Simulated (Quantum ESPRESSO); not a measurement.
Crystal: BeS.

```
CELL_PARAMETERS angstrom
0.00000 2.42500 2.42500
2.42500 0.00000 2.42500
2.42500 2.42500 0.00000
ATOMIC_POSITIONS crystal
S 0.75000 0.75000 0.75000
Be 0.00000 0.00000 0.00000
```

Base run:

| Quantity | Value |
| --- | --- |
| Program | Quantum ESPRESSO 7.5 |
| Functional | PBE |
| Potentials or basis | SSSP 1.3 efficiency PBE |
| Cutoff | 748 eV |
| Density cutoff | 5987 eV |
| k mesh | 9 × 9 × 9 |
| Occupations | fermi-dirac, width 0.05 eV |
| Spin | no spin polarisation |

Its results: band gap on the k mesh 3.21 eV, indirect (least direct gap 5.66 eV); pressure 1.6 GPa.

Task: The run is repeated on the same cell with these changes: functional from PBE to LDA; potentials or basis from SSSP 1.3 efficiency PBE to GBRV 1.5 LDA; cutoff from 748 eV to 612 eV; density cutoff from 5987 eV to 4898 eV. What comes out?

Result: Band gap on the k mesh 2.99 eV, indirect (least direct gap 5.52 eV); pressure -3.2 GPa.

Caveats: the mesh misses the band edges, which the band path finds closer together.
